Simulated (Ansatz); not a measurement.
**Convergence test, CuO**

Level of theory: Ansatz, DFT PBEsol, scalar-relativistic, plane waves, PAW.

```cif
data_structure
_symmetry_space_group_name_H-M 'P 1'
_symmetry_Int_Tables_number 1
_cell_length_a 2.9030
_cell_length_b 2.8454
_cell_length_c 5.2734
_cell_angle_alpha 89.710
_cell_angle_beta 91.145
_cell_angle_gamma 88.696
_cell_volume 43.54
loop_
_atom_site_label
_atom_site_type_symbol
_atom_site_fract_x
_atom_site_fract_y
_atom_site_fract_z
_atom_site_occupancy
Cu1 Cu 0.51070 0.00534 0.49840 1
Cu2 Cu 0.05379 0.47809 0.99029 1
O1 O 0.95681 0.97912 0.24962 1
O2 O 0.02539 0.00127 0.76859 1
```

```json
{
 "plane-wave cutoff": "420 eV",
 "occupation rule": "Gaussian smearing, 0.1 eV",
 "spin treatment": "unpolarised"
}
```

The atoms stay fixed while the k-point mesh is varied. ΔE is the energy extrapolated to zero smearing, less that of the reference run (10×10×6). The cell was strained and its atoms displaced at random, so that forces don't vanish. The meshes are Γ-centred. Pressure is positive in compression.

Times are rough; the reference took 34 s on 1 thread of Intel(R) Xeon(R) Platinum 8259CL CPU @ 2.50GHz (Skylake/Cascade Lake), on a shared host, peak memory 0.57 GiB.

```csv
mesh,ΔE (meV/atom),P (GPa),largest change of a force component (eV/Å),irreducible points,wall time (s)
1×1×1,884,-3.26,1.272,1,1
2×2×1,?,?,?,?,?
4×4×2,?,?,?,?,?
6×6×4,-2.39,-3.43,0.042,76,7.5
8×8×4,-1.95,-3.40,0.034,132,13
10×10×6,0.00,-3.41,0.000,304,34
```

Question: Fill in the withheld rows.

Answer: The withheld rows:

| mesh | ΔE (meV/atom) | P (GPa) | largest change of a force component (eV/Å) | irreducible points | wall time (s) |
| --- | --- | --- | --- | --- | --- |
| 2×2×1 | 301 | 2.00 | 1.008 | 4 | 1.1 |
| 4×4×2 | -13.9 | -3.43 | 0.131 | 20 | 2.8 |

This form isn't the usual stable structure of the compound.